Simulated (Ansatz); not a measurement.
## An input for VO$_{2}$

The cell (6 atoms) is VO$_{2}$ as an experimental structure (space group P4_2/mnm). Sizeable forces remain on the atoms, so the positions aren't those of the computed minimum. Source: COD entry 1539951; it may be a high-temperature, high-pressure or metastable form.

Theory: DFT, PBE, PAW, plane waves, scalar-relativistic (Ansatz).

```yaml
crystal:
  lattice:
    - [4.53, 0.0, 0.0]
    - [0.0, 4.53, 0.0]
    - [0.0, 0.0, 2.869]
  atoms:
    - { symbol: V, position: [0.0, 0.0, 0.0] }
    - { symbol: V, position: [0.5, 0.5, 0.5] }
    - { symbol: O, position: [0.305, 0.305, 0.0] }
    - { symbol: O, position: [0.195, 0.805, 0.5] }
    - { symbol: O, position: [0.695, 0.695, 0.0] }
    - { symbol: O, position: [0.805, 0.195, 0.5] }
hamiltonian:
  xc: pbe
  pseudopotentials: { kind: paw }
basis:
  ecutwfc: 420
kpoints:
  mp_grid: { grid: [5, 5, 8] }
scf:
  occupations: { method: gaussian, width: 0.02 }
  lower_state_search: "off"
  maxiter: 80
output:
  forces: true
  stress: true
```

A semilocal functional without U tends to delocalise d and f electrons, and can give a metal where the real compound is an insulator. Spin is off, though the compound may be magnetic.

Launched as:
```sh
ansatz run input.yaml --threads 2 --pin off --max-ram 5120MiB --backend cpu --events-out ev --progress --plain --runs-dir out
```

Machine: 2 threads of Arm Neoverse V1, on a shared host.

**Question.** Does the program run this input?

**Answer.** No, it refuses it: YAML parse error: error: line 23 column 3: unknown field `maxiter`, expected one of max_iter, algorithm, n_extra_bands, self_checks, convergence, lower_state_search, omitted_lower_state_checks, lower_solution_reach, mixing, occupations, eigensolver, initial_density, exx [...]

**Question.** What has to change?

**Answer.** The fault: misspelt key scf.maxiter. The key is scf.max_iter. Without it the same cell converges in 7 iterations, with no gap on the k-mesh.
